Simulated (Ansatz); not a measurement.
# TiAl: the cost of one run

Program: Ansatz 0.2.0. Level of theory: DFT LDA, scalar-relativistic, plane waves, PAW. These are calculated values, not measurements.

1 further run of the same task is left out (it didn't finish).

### 1 The starting structure

It takes space group Pm-3m (No. 221, cubic). The conventional cell has a = 3.179 Å, b = 3.179 Å, c = 3.179 Å, α = 90.00°, β = 90.00°, γ = 90.00°. Ti (site symmetry m-3m) is surrounded by 8 Al at 2.75 Å. Al (site symmetry m-3m) has 8 Ti at 2.75 Å as nearest neighbours.

Coordinates:

```
Ti Al
1.0
     3.17906    0.00000    0.00000
     0.00000    3.17906    0.00000
     0.00000    0.00000    3.17906
Ti Al
1 1
Direct
  0.00000 0.00000 0.00000
  0.50000 0.50000 0.50000
```

It goes back to an entry of the Materials Project, which need not be the stable form.

No relaxation comes first: the listed cell is the starting point.

### 2 Next: energy and stress against strain

The cell is strained by ε times the Voigt pattern (0, 0, 0, 0, 0, 1) (xx, yy, zz, yz, xz, xy; engineering shear), with fractional coordinates fixed (clamped ions). The stress on the pattern is the sum of the stress components weighted by it, tension positive.

### 3 ε = -0.0600

input.yaml reads:

```yaml
crystal:
  lattice:
    - [3.179064, -0.09537192, 0.0]
    - [-0.09537192, 3.179064, 0.0]
    - [0.0, 0.0, 3.179064]
  atoms:
    - { symbol: Ti, position: [0.0, 0.0, 0.0] }
    - { symbol: Al, position: [0.5, 0.5, 0.5] }
basis:
  ecutwfc: 420
kpoints:
  mp_grid: { grid: [16, 16, 16] }
hamiltonian:
  xc: lda
scf:
  occupations: { method: gaussian, width: 0.15 }
output:
  forces: true
  stress: true
  eigenvalues: true
```

Started as:

```sh
ansatz run input.yaml --threads 1 --pin off --max-ram 2560MiB --backend cpu --events-out ev --progress --plain --runs-dir out
```

What time and memory should one allow on 1 thread of Intel Xeon Platinum 8259CL at 2.50GHz (Skylake/Cascade Lake), shared host?

About 14 s, with a peak of 0.53 GiB.
